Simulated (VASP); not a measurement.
# BaTe (Fm-3m) in VASP: single point with r2SCAN

Aim: the single point of BaTe with r2SCAN.

Everything below comes from runs of VASP 6.6.1. Logs are shortened: lines on timing, memory, paths and dates and some standing lists are left out, and cuts for length are marked.

**1. Starting point**

Symmetry: Fm-3m, No. 225, cubic system. Conventional cell: a = 6.820 Å, b = 6.820 Å, c = 6.820 Å, α = 90.00°, β = 90.00°, γ = 90.00°. Ba (site symmetry m-3m) is surrounded by 6 Te at 3.41 Å. Around Te (site symmetry m-3m) lie 6 Ba at 3.41 Å.

**2. Single point, r2SCAN**

Contents of POSCAR:

```
BaTe
1.0
    0.0000000000      3.4100000000      3.4100000000
    3.4100000000      0.0000000000      3.4100000000
    3.4100000000      3.4100000000      0.0000000000
Ba Te
1 1
Direct
    0.0000000000      0.0000000000      0.0000000000
    0.5000000000      0.5000000000      0.5000000000
```

Contents of INCAR.step1:

```
ALGO = Normal
EDIFF = 1E-4
ENCUT = 520
GGA = PE
ISMEAR = 0
LASPH = T
LCHARG = F
LREAL = F
LWAVE = T
NBANDS = 15
NELM = 100
PREC = Accurate
SIGMA = 0.05
```

Contents of INCAR.step2:

```
ALGO = Normal
EDIFF = 1E-7
ENCUT = 520
ISIF = 2
ISMEAR = 0
ISTART = 1
LASPH = T
LCHARG = T
LELF = T
LMIXTAU = T
LREAL = F
LVHAR = T
LWAVE = F
METAGGA = R2SCAN
NBANDS = 15
NELM = 100
PREC = Accurate
SIGMA = 0.05
```

Contents of KPOINTS:

```
k-points
0
Gamma
  8 8 8
```

Potentials or basis: VASP PAW PBE potentials, release 64 (Ba_sv, Te).

On the command line:

```bash
> cat potpaw_PBE.64/Ba_sv/POTCAR potpaw_PBE.64/Te/POTCAR > POTCAR
> cp INCAR.step1 INCAR
> mpirun -np 1 vasp_std > vasp.out
> cp INCAR.step2 INCAR
> mpirun -np 1 vasp_std > vasp.out
```

OUTCAR:

```text
EDIFF = 1E-7
   ENCUT = 520
   ISIF = 2
   ISMEAR = 0
   ISTART = 1
   LASPH = T
   LREAL = F
   METAGGA = R2SCAN
   NELM = 100
   PREC = Accurate

 ion  position               nearest neighbor table
   1  0.000  0.000  0.000-   2 3.41   2 3.41   2 3.41   2 3.41   2 3.41   2 3.41
   2  0.500  0.500  0.500-   1 3.41   1 3.41   1 3.41   1 3.41   1 3.41   1 3.41

  LATTYP: Found a face centered cubic cell.
 ALAT       =     6.8200000000

  Lattice vectors:

 A1 = (   0.0000000000,   3.4100000000,   3.4100000000)
 A2 = (   3.4100000000,   0.0000000000,   3.4100000000)
 A3 = (   3.4100000000,   3.4100000000,   0.0000000000)

Analysis of symmetry for initial positions (statically):
=====================================================================
 Subroutine PRICEL returns:
 Original cell was already a primitive cell.

 Routine SETGRP: Setting up the symmetry group for a
 face centered cubic supercell.

 Subroutine GETGRP returns: Found 48 space group operations
 (whereof 48 operations were pure point group operations)
 out of a pool of 48 trial point group operations.

The static configuration has the point symmetry O_h .

Analysis of symmetry for dynamics (positions and initial velocities):
=====================================================================
 Subroutine PRICEL returns:
 Original cell was already a primitive cell.

 Routine SETGRP: Setting up the symmetry group for a
 face centered cubic supercell.

 Subroutine GETGRP returns: Found 48 space group operations
 (whereof 48 operations were pure point group operations)
 out of a pool of 48 trial point group operations.

The dynamic configuration has the point symmetry O_h .

 Subroutine INISYM returns: Found 48 space group operations
 (whereof 48 operations are pure point group operations),
 and found     1 'primitive' translations

----------------------------------------------------------------------------------------

                                     Primitive cell

  volume of cell :      79.3036

  direct lattice vectors                    reciprocal lattice vectors
     0.000000000  3.410000000  3.410000000    -0.146627566  0.146627566  0.146627566
     3.410000000  0.000000000  3.410000000     0.146627566 -0.146627566  0.146627566
     3.410000000  3.410000000  0.000000000     0.146627566  0.146627566 -0.146627566

  length of vectors
     4.822468248  4.822468248  4.822468248     0.253966394  0.253966394  0.253966394

  position of ions in fractional coordinates (direct lattice)
     0.000000000  0.000000000  0.000000000
     0.500000000  0.500000000  0.500000000

  ion indices of the primitive-cell ions
   primitive index   ion index
                 1           1
                 2           2

----------------------------------------------------------------------------------------

 KPOINTS: k-points

Automatic generation of k-mesh.
 Grid dimensions read from file:
 generate k-points for:    8    8    8

 Generating k-lattice:

  Cartesian coordinates                     Fractional coordinates (reciprocal lattice)
    -0.018328446  0.018328446  0.018328446     0.125000000  0.000000000  0.000000000
     0.018328446 -0.018328446  0.018328446     0.000000000  0.125000000  0.000000000
     0.018328446  0.018328446 -0.018328446     0.000000000  0.000000000  0.125000000

  Length of vectors
     0.031745799  0.031745799  0.031745799

  Shift w.r.t. Gamma in fractional coordinates (k-lattice)
     0.000000000  0.000000000  0.000000000

 Subroutine IBZKPT returns following result:
 ===========================================

 Found     29 irreducible k-points:

 Following reciprocal coordinates:
            Coordinates               Weight
  0.000000  0.000000  0.000000      1.000000
  0.125000  0.000000  0.000000      8.000000
  0.250000  0.000000  0.000000      8.000000
  0.375000  0.000000  0.000000      8.000000
  0.500000  0.000000  0.000000      4.000000
  0.125000  0.125000  0.000000      6.000000
[... 16 lines left out ...]
  0.500000  0.250000  0.125000     48.000000
 -0.375000  0.250000  0.125000     24.000000
 [... further k-points ...]
   k-points           NKPTS =     29   k-points in BZ     NKDIM =     29   number of bands    NBANDS=     15
   number of dos      NEDOS =    301   number of ions     NIONS =      2
   total plane-waves  NPLWV =  46656
   dimension x,y,z NGX =    36 NGY =   36 NGZ =   36
   dimension x,y,z NGXF=    72 NGYF=   72 NGZF=   72
   ions per type =               1   1
   NGX,Y,Z   is equivalent  to a cutoff of  12.41, 12.41, 12.41 a.u.
   NGXF,Y,Z  is equivalent  to a cutoff of  24.82, 24.82, 24.82 a.u.
 SYSTEM =  unknown system
   PREC   = accura    normal or accurate (medium, high low for compatibility)
   ISTART =      1    job   : 0-new  1-cont  2-samecut
   ICHARG =      0    charge: 1-file 2-atom 10-const
   ISPIN  =      1    spin polarized calculation?
   LNONCOLLINEAR =      F non collinear calculations
   LSORBIT =      F    spin-orbit coupling
   LASPH  =      T    aspherical Exc in radial PAW
   ENCUT  =  520.0 eV  38.22 Ry    6.18 a.u.   8.97  8.97  8.97*2*pi/ulx,y,z
   NELM   =    100;   NELMIN=  2; NELMDL=  0     # of ELM steps
   EDIFF  = 0.1E-06   stopping-criterion for ELM
   LREAL  =      F    real-space projection
   EDIFFG = 0.1E-05   stopping-criterion for IOM
   NSW    =      0    number of steps for IOM
   IBRION =     -1    ionic relax: 0-MD 1-quasi-New 2-CG
   NFREE  =      0    steps in history (QN), initial steepest desc. (CG)
   ISIF   =      2    stress and relaxation
   ISYM   =      2    0-nonsym 1-usesym 2-fastsym
   POTIM  = 0.5000    time-step for ionic-motion
   TEBEG  =    0.0;   TEEND  =   0.0 temperature during run
   PSTRESS=    0.0 pullay stress
   NELECT =      16.0000    total number of electrons
   NUPDOWN=      -1.0000    fix difference up-down
   EMIN   =  10.00;   EMAX   =-10.00  energy-range for DOS
   EFERMI =   0.00;   METHOD = LEGACY
   ISMEAR =     0;   SIGMA  =   0.05  broadening in eV -4-tet -1-fermi 0-gaus
   EFERMI_NEDOS =   21; number of points for ismear=-14 and -15
   IALGO  =     38    algorithm
   IMIX   =      4    mixing-type and parameters
     AMIX     =   0.40;   BMIX     =  1.00
     AMIX_MAG =   1.60;   BMIX_MAG =  1.00
  volume/ion in A,a.u.               =      39.65       267.58
  Fermi-wavevector in a.u.,A,eV,Ry     =   0.960175  1.814468 12.543704  0.921936
  Thomas-Fermi vector in A             =   2.089436
   LORBIT       =      0    0 simple, 1 ext, 2 COOP (PROOUT), +10 PAW based schemes
   METAGGA = R2SCAN    functional components
   LHFCALC =     F    Hartree Fock is set to
   AEXX    =    0.0000 exact exchange contribution
   IVDW    =     0    specifies the selected vdW correction
   LEPSILON=     F    determine dielectric tensor
   LRPA    =     F    only Hartree local field effects (RPA)
 non-spin polarized calculation
 Gauss-broadening in eV      SIGMA  =   0.05
  energy-cutoff  :      520.00
  volume of cell :       79.30
 maximum number of plane-waves:      2150
   NGX = 17   NGY = 17   NGZ = 17

 number of electron      16.0000000 magnetization

 Free energy of the ion-electron system (eV)
  ---------------------------------------------------
  ext. energy  EPLUGINS =         0.00000000
  ---------------------------------------------------
  free energy    TOTEN  =       -55.90634950 eV

  energy without entropy =      -55.90634950  energy(sigma->0) =      -55.90634950

 E-fermi :   2.8904     XC(G=0):  -8.9655

 val. band max:        2.5874582227   @ k =   0.0000   0.0000   0.0000
 cond. band min:       4.2727859562   @ k =   0.5000   0.5000   0.0000
 fundamental gap:      1.6853277336
 Fermi energy:         2.8903797506

 k-point     1 :       0.0000    0.0000    0.0000
  band No.  band energies     occupation
      1     -25.0253      2.00000
      2      -9.7759      2.00000
      3      -9.7759      2.00000
      4      -9.7759      2.00000
      5      -7.4175      2.00000
      6       2.5875      2.00000
      7       2.5875      2.00000
      8       2.5875      2.00000
      9       5.8671      0.00000
     10       5.8671      0.00000
     11       5.8671      0.00000
     12       6.5291      0.00000
     13       6.6337      0.00000
     14       6.6337      0.00000
     15      10.1069      0.00000

 k-point     2 :       0.1250    0.0000    0.0000
  band No.  band energies     occupation
      1     -25.0221      2.00000
      2      -9.8938      2.00000
      3      -9.7775      2.00000
      4      -9.7775      2.00000
      5      -7.2466      2.00000
      6       2.0572      2.00000
      7       2.3167      2.00000
      8       2.3167      2.00000
      9       5.9362      0.00000
     10       6.0897      0.00000
     11       6.0897      0.00000
     12       7.1468      0.00000
     13       7.1468      0.00000
     14       7.1736      0.00000
     15      10.6688      0.00000

 k-point     3 :       0.2500    0.0000    0.0000
  band No.  band energies     occupation
      1     -25.0144      2.00000
      2     -10.1330      2.00000
      3      -9.7814      2.00000
      4      -9.7814      2.00000
      5      -6.8707      2.00000
      6       1.1289      2.00000
      7       1.8155      2.00000
      8       1.8155      2.00000
      9       6.1486      0.00000
     10       6.6832      0.00000
     11       6.6832      0.00000
     12       8.4013      0.00000
     13       8.4013      0.00000
     14       8.4585      0.00000
     15      11.7544      0.00000
[... 343 lines left out ...]
 k-point    23 :       0.5000    0.2500    0.1250
  band No.  band energies     occupation
      1     -25.0025      2.00000
      2     -10.2335      2.00000
      3      -9.8832      2.00000
      4      -9.8133      2.00000
      5      -6.6789      2.00000
      6       0.6534      2.00000
      7       1.4372      2.00000
      8       1.7265      2.00000
      9       6.0469      0.00000
     10       7.8262      0.00000
     11       8.1176      0.00000
     12       8.3493      0.00000
     13       9.0289      0.00000
     14      10.9583      0.00000
     15      11.2136      0.00000

 k-point    24 :      -0.3750    0.2500    0.1250
  band No.  band energies     occupation
      1     -24.9999      2.00000
      2     -10.2691      2.00000
      3      -9.8857      2.00000
      4      -9.8274      2.00000
      5      -6.6236      2.00000
      6       0.6101      2.00000
      7       1.4552      2.00000
      8       1.4561      2.00000
      9       6.7664      0.00000
     10       7.0746      0.00000
     11       8.5305      0.00000
     12       8.9399      0.00000
     13       9.4940      0.00000
     14      10.2994      0.00000
     15      11.5746      0.00000

 [... further k-points ...]
[... 5 lines left out ...]
  --------------------------------------------------------------------------------------
  -------------------------------------------------------------------------------------
  Total        2.2308620      2.2308620      2.2308620      0.0000000      0.0000000      0.0000000
  in kB       45.0702687     45.0702687     45.0702687      0.0000000      0.0000000      0.0000000
  external PRESSURE =      45.0702687 kB  Pullay stress =       0.0000000 kB

 VOLUME and BASIS-vectors are now :
 -----------------------------------------------------------------------------
  energy-cutoff  :      520.00
  volume of cell :       79.30
      direct lattice vectors                 reciprocal lattice vectors
     0.000000000  3.410000000  3.410000000    -0.146627566  0.146627566  0.146627566
     3.410000000  0.000000000  3.410000000     0.146627566 -0.146627566  0.146627566
     3.410000000  3.410000000  0.000000000     0.146627566  0.146627566 -0.146627566

 POSITION                                       TOTAL-FORCE (eV/Angst)
 -----------------------------------------------------------------------------------
      0.00000      0.00000      0.00000         0.000000      0.000000      0.000000
      3.41000      3.41000      3.41000        -0.000000     -0.000000     -0.000000
 -----------------------------------------------------------------------------------
    total drift:                                0.000000      0.000000      0.000000

  FREE ENERGIE OF THE ION-ELECTRON SYSTEM (eV)
  ---------------------------------------------------
  free  energy   TOTEN  =       -55.9063495013 eV

  energy  without entropy=      -55.9063495013  energy(sigma->0) =      -55.90634950
```

Wall time 1.8 min (1 thread of Intel Xeon Platinum 8488C (Sapphire Rapids), shared host); peak memory 0.23 GiB.

Results:

| Quantity | Value |
| --- | --- |
| Free energy | -55.9063 eV |
| Pressure | 4.5 GPa |
| Band gap on the k mesh | 1.69 eV, indirect (least direct gap 2.07 eV) |

Levels at points of the mesh, in eV from the valence-band top:
```
           k point  band 5  band 6  band 7  band 8  band 9  band 10  band 11  band 12
(0.00, 0.00, 0.00)  -10.01    0.00    0.00    0.00    3.28     3.28     3.28     3.94
(0.50, 0.00, 0.00)   -8.97   -2.45   -1.30   -1.30    4.76     5.46     5.57     5.57
(0.50, 0.50, 0.00)   -9.77   -1.16   -0.38   -0.38    1.69     5.06     5.74     6.54
```

Caveat: the PAW data sets were made with another functional, which shifts forces and pressure a little; spin-orbit coupling is left out, which moves the levels of the heavy elements.
